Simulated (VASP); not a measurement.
# SbH3 in VASP: notebook

One molecule, SbH3, is run at these levels: PBE; tasks: single point, relaxation of the atoms.

Everything below comes from runs of VASP 6.6.1. Logs are shortened: lines on timing, memory, paths and dates and some standing lists are left out, and cuts for length are marked.

## (1) The undisturbed molecule

The cell holds a molecule in a box, 4 atoms: a = 11.000 Å, b = 12.000 Å, c = 11.000 Å, α = 90.00°, β = 90.00°, γ = 90.00°.

## (2) Single point, PBE (atoms moved at random, drawn with an rms of 0.05 Å)

INCAR

```
PREC = Accurate
ENCUT = 520
EDIFF = 1E-6
ISMEAR = 0
SIGMA = 0.01
LREAL = False
LASPH = True
NELM = 80
ALGO = Fast
ISIF = 2
LWAVE = False
LCHARG = False
GGA = PE
NBANDS = 12
```

KPOINTS

```
regular mesh
0
Gamma
  1 1 1
```

POSCAR

```
SbH3
1.0
   11.0000000000      0.0000000000      0.0000000000
    0.0000000000     12.0000000000      0.0000000000
    0.0000000000      0.0000000000     11.0000000000
Sb H
1 3
Direct
    0.5558680000      0.4626310000      0.4375780000
    0.5871800000      0.4949490000      0.5872740000
    0.4145890000      0.4073220000      0.4838100000
    0.4906570000      0.5911720000      0.4259200000
```

Potentials or basis: VASP PAW PBE potentials, release 64 (Sb, H).

Run with:

```sh
$ cat potpaw_PBE.64/Sb/POTCAR potpaw_PBE.64/H/POTCAR > POTCAR
$ mpirun -np 1 vasp_gam > vasp.out
```

OUTCAR:

```text
PREC = Accurate
   ENCUT = 520
   EDIFF = 1E-6
   ISMEAR = 0
   LREAL = False
   LASPH = True
   NELM = 80
   ISIF = 2
   GGA = PE

 ion  position               nearest neighbor table
   1  0.556  0.463  0.438-   4 1.71   2 1.73   3 1.76
   2  0.587  0.495  0.587-   1 1.73
   3  0.415  0.407  0.484-   1 1.76
   4  0.491  0.591  0.426-   1 1.71

  LATTYP: Found a simple tetragonal cell.
 ALAT       =    11.0000000000
 C/A-ratio  =     1.0909090909

  Lattice vectors:

 A1 = ( -11.0000000000,   0.0000000000,   0.0000000000)
 A2 = (   0.0000000000,   0.0000000000,  11.0000000000)
 A3 = (   0.0000000000,  12.0000000000,   0.0000000000)

Analysis of symmetry for initial positions (statically):
=====================================================================
 Subroutine PRICEL returns:
 Original cell was already a primitive cell.

 Routine SETGRP: Setting up the symmetry group for a
 simple tetragonal supercell.

 Subroutine GETGRP returns: Found  1 space group operations
 (whereof  1 operations were pure point group operations)
 out of a pool of 16 trial point group operations.

The static configuration has the point symmetry C_1 .

Analysis of symmetry for dynamics (positions and initial velocities):
=====================================================================
 Subroutine PRICEL returns:
 Original cell was already a primitive cell.

 Routine SETGRP: Setting up the symmetry group for a
 simple tetragonal supercell.

 Subroutine GETGRP returns: Found  1 space group operations
 (whereof  1 operations were pure point group operations)
 out of a pool of 16 trial point group operations.

The dynamic configuration has the point symmetry C_1 .

 Subroutine INISYM returns: Found  1 space group operations
 (whereof  1 operations are pure point group operations),
 and found     1 'primitive' translations

----------------------------------------------------------------------------------------

                                     Primitive cell

  volume of cell :    1452.0000

  direct lattice vectors                    reciprocal lattice vectors
    11.000000000  0.000000000  0.000000000     0.090909091  0.000000000  0.000000000
     0.000000000 12.000000000  0.000000000     0.000000000  0.083333333  0.000000000
     0.000000000  0.000000000 11.000000000     0.000000000  0.000000000  0.090909091

  length of vectors
    11.000000000 12.000000000 11.000000000     0.090909091  0.083333333  0.090909091

  position of ions in fractional coordinates (direct lattice)
     0.555868000  0.462631000  0.437578000
     0.587180000  0.494949000  0.587274000
     0.414589000  0.407322000  0.483810000
     0.490657000  0.591172000  0.425920000

  ion indices of the primitive-cell ions
   primitive index   ion index
                 1           1
                 2           2
                 3           3
                 4           4

----------------------------------------------------------------------------------------

 KPOINTS: regular mesh

Automatic generation of k-mesh.
 Grid dimensions read from file:
 generate k-points for:    1    1    1

 Generating k-lattice:

  Cartesian coordinates                     Fractional coordinates (reciprocal lattice)
     0.090909091  0.000000000  0.000000000     1.000000000  0.000000000  0.000000000
     0.000000000  0.083333333  0.000000000     0.000000000  1.000000000  0.000000000
     0.000000000  0.000000000  0.090909091     0.000000000  0.000000000  1.000000000

  Length of vectors
     0.090909091  0.083333333  0.090909091

  Shift w.r.t. Gamma in fractional coordinates (k-lattice)
     0.000000000  0.000000000  0.000000000

 Subroutine IBZKPT returns following result:
 ===========================================

 Found      1 irreducible k-points:

 Following reciprocal coordinates:
            Coordinates               Weight
  0.000000  0.000000  0.000000      1.000000
   k-points           NKPTS =      1   k-points in BZ     NKDIM =      1   number of bands    NBANDS=     12
   number of dos      NEDOS =    301   number of ions     NIONS =      4
   total plane-waves  NPLWV = 635040
   dimension x,y,z NGX =    84 NGY =   90 NGZ =   84
   dimension x,y,z NGXF=   168 NGYF=  180 NGZF=  168
   ions per type =               1   3
   NGX,Y,Z   is equivalent  to a cutoff of  12.70, 12.47, 12.70 a.u.
   NGXF,Y,Z  is equivalent  to a cutoff of  25.39, 24.94, 25.39 a.u.
 SYSTEM =  unknown system
   PREC   = accura    normal or accurate (medium, high low for compatibility)
   ISTART =      0    job   : 0-new  1-cont  2-samecut
   ICHARG =      2    charge: 1-file 2-atom 10-const
   ISPIN  =      1    spin polarized calculation?
   LNONCOLLINEAR =      F non collinear calculations
   LSORBIT =      F    spin-orbit coupling
   LASPH  =      T    aspherical Exc in radial PAW
   ENCUT  =  520.0 eV  38.22 Ry    6.18 a.u.  20.45 22.31 20.45*2*pi/ulx,y,z
   NELM   =     80;   NELMIN=  2; NELMDL= -5     # of ELM steps
   EDIFF  = 0.1E-05   stopping-criterion for ELM
   LREAL  =      F    real-space projection
[... 7 lines left out ...]
   TEBEG  =    0.0;   TEEND  =   0.0 temperature during run
   PSTRESS=    0.0 pullay stress
   NELECT =       8.0000    total number of electrons
   NUPDOWN=      -1.0000    fix difference up-down
   EMIN   =  10.00;   EMAX   =-10.00  energy-range for DOS
   EFERMI =   0.00;   METHOD = LEGACY
   ISMEAR =     0;   SIGMA  =   0.01  broadening in eV -4-tet -1-fermi 0-gaus
   EFERMI_NEDOS =   21; number of points for ismear=-14 and -15
   IALGO  =     68    algorithm
   IMIX   =      4    mixing-type and parameters
     AMIX     =   0.40;   BMIX     =  1.00
     AMIX_MAG =   1.60;   BMIX_MAG =  1.00
  volume/ion in A,a.u.               =     363.00      2449.64
  Fermi-wavevector in a.u.,A,eV,Ry     =   0.289145  0.546405  1.137514  0.083605
  Thomas-Fermi vector in A             =   1.146600
   LORBIT       =      0    0 simple, 1 ext, 2 COOP (PROOUT), +10 PAW based schemes
   GGA     = PE    functional components
   LHFCALC =     F    Hartree Fock is set to
   AEXX    =    0.0000 exact exchange contribution
   IVDW    =     0    specifies the selected vdW correction
   LEPSILON=     F    determine dielectric tensor
   LRPA    =     F    only Hartree local field effects (RPA)
 non-spin polarized calculation
 RMM-DIIS sequential band-by-band and
 Gauss-broadening in eV      SIGMA  =   0.01
  energy-cutoff  :      520.00
  volume of cell :     1452.00
 maximum number of plane-waves:     19579
 NGX is ok and might be reduce to    84
   NGX = 41   NGY = 45   NGZ = 41

 number of electron       8.0000001 magnetization

 Free energy of the ion-electron system (eV)
  ---------------------------------------------------
  ext. energy  EPLUGINS =         0.00000000
  ---------------------------------------------------
  free energy    TOTEN  =       -13.15444487 eV

  energy without entropy =      -13.15444487  energy(sigma->0) =      -13.15444487

 E-fermi :  -6.2899     XC(G=0):  -0.7724

 val. band max:       -6.3745152757   @ k =   0.0000   0.0000   0.0000
 cond. band min:      -0.9216607669   @ k =   0.0000   0.0000   0.0000
 fundamental gap:      5.4528545089
 Fermi energy:        -6.2899466556

 k-point     1 :       0.0000    0.0000    0.0000
  band No.  band energies     occupation
      1     -14.0570      2.00000
      2      -7.9825      2.00000
      3      -7.9362      2.00000
      4      -6.3745      2.00000
      5      -0.9217      0.00000
      6      -0.8639      0.00000
      7      -0.6613      0.00000
      8       0.7048      0.00000
      9       0.8002      0.00000
     10       0.8998      0.00000
     11       0.9569      0.00000
     12       1.0210      0.00000

------------------------ aborting loop because EDIFF is reached ----------------------------------------

  FORCE on cell =-STRESS in cart. coord.  units (eV):
  Direction    XX          YY          ZZ          XY          YZ          ZX
  --------------------------------------------------------------------------------------
  -------------------------------------------------------------------------------------
  Total       -0.4059838      0.3991117      0.0811709     -0.4434645     -0.0928341      0.3657049
  in kB       -0.4479738      0.4403910      0.0895662     -0.4893312     -0.1024357      0.4035290
  external PRESSURE =       0.0273278 kB  Pullay stress =       0.0000000 kB

 VOLUME and BASIS-vectors are now :
 -----------------------------------------------------------------------------
  energy-cutoff  :      520.00
  volume of cell :     1452.00
      direct lattice vectors                 reciprocal lattice vectors
    11.000000000  0.000000000  0.000000000     0.090909091  0.000000000  0.000000000
     0.000000000 12.000000000  0.000000000     0.000000000  0.083333333  0.000000000
     0.000000000  0.000000000 11.000000000     0.000000000  0.000000000  0.090909091

 POSITION                                       TOTAL-FORCE (eV/Angst)
 -----------------------------------------------------------------------------------
      6.11455      5.55157      4.81336        -0.276878     -0.393253      0.189904
      6.45898      5.93939      6.46001         0.104057     -0.063859      0.102385
      4.56048      4.88786      5.32191         0.339866      0.111535     -0.144196
      5.39723      7.09406      4.68512        -0.167045      0.345576     -0.148093
 -----------------------------------------------------------------------------------
    total drift:                                0.000024      0.000135     -0.000038

  FREE ENERGIE OF THE ION-ELECTRON SYSTEM (eV)
  ---------------------------------------------------
  free  energy   TOTEN  =       -13.1544448674 eV

  energy  without entropy=      -13.1544448674  energy(sigma->0) =      -13.15444487
```

Run time: 1.8 min. Hardware: 1 thread of Intel Xeon Platinum 8488C (Sapphire Rapids), shared host; peak memory 1 GiB.

Results:

- Free energy: -13.1544 eV
- Largest force: 0.517 eV/Å
- Gap between the frontier levels: 5.45 eV

Forces in eV/Å, atoms in the order of the input:
```
Sb  -0.277 -0.393  0.190
H    0.104 -0.064  0.102
H    0.340  0.112 -0.144
H   -0.167  0.346 -0.148
```

Levels at points of the mesh, in eV from the valence-band top:
| k point | band 1 | band 2 | band 3 | band 4 | band 5 | band 6 | band 7 | band 8 | band 9 |
| --- | --- | --- | --- | --- | --- | --- | --- | --- | --- |
| (0.00, 0.00, 0.00) | -7.68 | -1.61 | -1.56 | 0.00 | 5.45 | 5.51 | 5.71 | 7.08 | 7.17 |

Caveat: spin-orbit coupling is left out, which moves the levels of the heavy elements.

## (3) Relaxation of the atoms, PBE (atoms moved at random, drawn with an rms of 0.02 Å)

INCAR

```
PREC = Accurate ; ENCUT = 520
EDIFF = 1E-7 ; ISMEAR = 0
SIGMA = 0.01 ; LREAL = False
LASPH = True ; NELM = 80
ALGO = Normal ; ISIF = 2
LWAVE = False ; LCHARG = False
GGA = PE ; IBRION = 2
NSW = 40 ; EDIFFG = -0.005
```

KPOINTS is that of step 2.

POSCAR

```
SbH3
1.0
   11.0000000000      0.0000000000      0.0000000000
    0.0000000000     12.0000000000      0.0000000000
    0.0000000000      0.0000000000     11.0000000000
Sb H
1 3
Direct
    0.5512980000      0.4638310000      0.4394870000
    0.5874360000      0.4991250000      0.5855120000
    0.4157950000      0.4088880000      0.4842300000
    0.4876910000      0.5943520000      0.4198280000
```

Potentials or basis: VASP PAW PBE potentials, release 64 (Sb, H).

Run with:

```sh
$ cat potpaw_PBE.64/Sb/POTCAR potpaw_PBE.64/H/POTCAR > POTCAR
$ mpirun -np 1 vasp_gam > vasp.out
```

Wall time 11 min (1 thread of Intel Xeon Platinum 8488C (Sapphire Rapids), shared host); peak memory 1.2 GiB.

Results (log left out):

| Property | Result |
| --- | --- |
| Free energy | -13.1728 eV |
| Energy gained by relaxing | 3.2 meV/atom |
| Ionic steps | 10 |
| Largest force after relaxing | 0.004 eV/Å |
| Gap between the frontier levels | 5.43 eV |

Forces in eV/Å, atoms in the order of the input:
```
Sb   0.000 -0.001 -0.003
H   -0.002  0.000  0.001
H    0.002  0.003  0.000
H    0.000 -0.002  0.001
```

Step by step:
```
step  energy change (eV)  largest force (eV/Å)  pressure (GPa)
   1              0.0000                0.5922            0.05
   2             -0.0099                0.2225           -0.02
   3             -0.0114                0.0605            0.00
   4             -0.0117                0.0522            0.00
   5             -0.0126                0.0274            0.00
   6             -0.0126                0.0363            0.00
   7             -0.0128                0.0154            0.00
   8             -0.0128                0.0233            0.00
   9             -0.0128                0.0066            0.00
  10             -0.0128                0.0037            0.00
```

Final structure:
```
Sb H
1.0
    11.00000    0.00000    0.00000
     0.00000   12.00000    0.00000
     0.00000    0.00000   11.00000
Sb H
1 3
Direct
  0.55289 0.46459 0.43849
  0.58834 0.49801 0.58757
  0.41477 0.40946 0.48460
  0.48622 0.59413 0.41840
```

Levels at points of the mesh, in eV from the valence-band top:
```
           k point  band 2  band 3  band 4  band 5  band 6  band 7
(0.00, 0.00, 0.00)   -1.75   -1.75    0.00    5.43    5.44    5.57
```

Caveat: spin-orbit coupling is left out, which moves the levels of the heavy elements.
